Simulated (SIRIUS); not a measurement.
## H under changes of volume

One of the cells (12.015 Å³/atom); the others are scaled copies at fixed shape and fractional positions:

```
CELL_PARAMETERS angstrom
-1.70274 1.70274 2.07211
1.70274 -1.70274 2.07211
1.70274 1.70274 -2.07211
ATOMIC_POSITIONS crystal
H 0.09014 0.09014 0.00000
H 0.90986 0.90986 0.00000
```

- Program: SIRIUS 7.12.0
- Functional: PBE
- Potentials or basis: all-electron FP-LAPW
- Cutoff: 485 eV
- Basis: apw+lo standard
- k mesh: 11 × 11 × 11
- Occupations: fermi-dirac, width 0.05 eV
- Spin: no spin polarisation

```tsv
volume (Å³/atom)	energy over the lowest point (meV/atom)	gap on the mesh (eV)
11.073	?	?
11.309	5.30	9.11
11.544	3.22	9.08
12.015	0.67	9.04
12.251	0.12	9.02
12.487	0.00	9.00
```

Problem. What does the run at 11.073 Å³/atom give?

Solution. Energy over the lowest point 7.96 meV/atom; gap on the mesh 9.13 eV.

Worked out: A Birch-Murnaghan fit of order 3 (a polynomial in V^(-2/3)) to the other rows has its minimum at 12.44 Å³/atom with B0 = V·E''(V) = 14.5 GPa and B' = 3.4 at fixed shape and positions, which overstates the stiffness. It gives 8.00 meV/atom at 11.073 Å³/atom, against the run's 7.96. A straight line through the other rows of the gap, of slope -1.09 eV per unit of ln V, extrapolates to 9.13 eV, against the run's 9.13.

Energies are extrapolated to zero smearing.

Caveats: an odd mesh through Γ misses points on the zone boundary, where band edges often lie.
